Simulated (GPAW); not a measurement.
**Zn: band structure with PBE**

The system is Zn.

```xyz
2
Lattice="2.6700 0.0000 0.0000 -1.3350 2.3123 0.0000 0.0000 0.0000 4.9660" Properties=species:S:1:pos:R:3 pbc="T T T"
Zn    1.3350    0.7708    3.7245
Zn    0.0000    1.5415    1.2415
```

```json
{
  "Program": "GPAW 26.7.0",
  "Task": "band structure",
  "Functional": "PBE",
  "Potentials or basis": "GPAW PAW data sets (gpaw-data 1.2.1)",
  "Cutoff": "600 eV",
  "Basis": "pw",
  "k mesh": "8 × 8 × 4",
  "Occupations": "fermi-dirac, width 0.05 eV",
  "Spin": "no spin polarisation",
  "Maxiter": "150",
  "Band path": "GMKGALHA,LM,KH",
  "Band points": "80"
}
```

```
Pressure                : -0.9 GPa
Band gap along the path : none (metal or under the smearing width)
```

Stress tensor (GPa, compression positive):
```
 0.34  0.00  0.00
 0.00  0.34  0.00
 0.00  0.00 -3.26
```

Levels at the corners of the path, in eV from the Fermi level:
```csv
point,band 9,band 10,band 11,band 12,band 13,band 14,band 15,band 16
Γ,-7.15,-6.95,-6.95,-3.51,-2.95,13.53,17.06,17.41
M,-6.76,-6.74,-2.70,-2.04,2.70,3.61,4.14,5.75
K,-7.04,-7.04,0.12,0.12,0.26,5.04,6.14,6.14
Γ,-7.15,-6.95,-6.95,-3.51,-2.95,13.53,17.06,17.41
A,-7.03,-7.03,-7.03,-7.03,4.62,4.62,18.69,18.69
L,-6.75,-6.75,-1.73,-1.73,0.21,0.21,10.12,10.12
H,-6.96,-6.96,1.06,1.06,1.91,1.91,2.23,2.23
A,-7.03,-7.03,-7.03,-7.03,4.62,4.62,18.69,18.69
L,-6.75,-6.75,-1.73,-1.73,0.21,0.21,10.12,10.12
M,-6.76,-6.74,-2.70,-2.04,2.70,3.61,4.14,5.75
K,-7.04,-7.04,0.12,0.12,0.26,5.04,6.14,6.14
H,-6.96,-6.96,1.06,1.06,1.91,1.91,2.23,2.23
```

Wall time 27 s on 1 thread of Arm Neoverse V2 (shared host), peak memory 0.22 GiB.
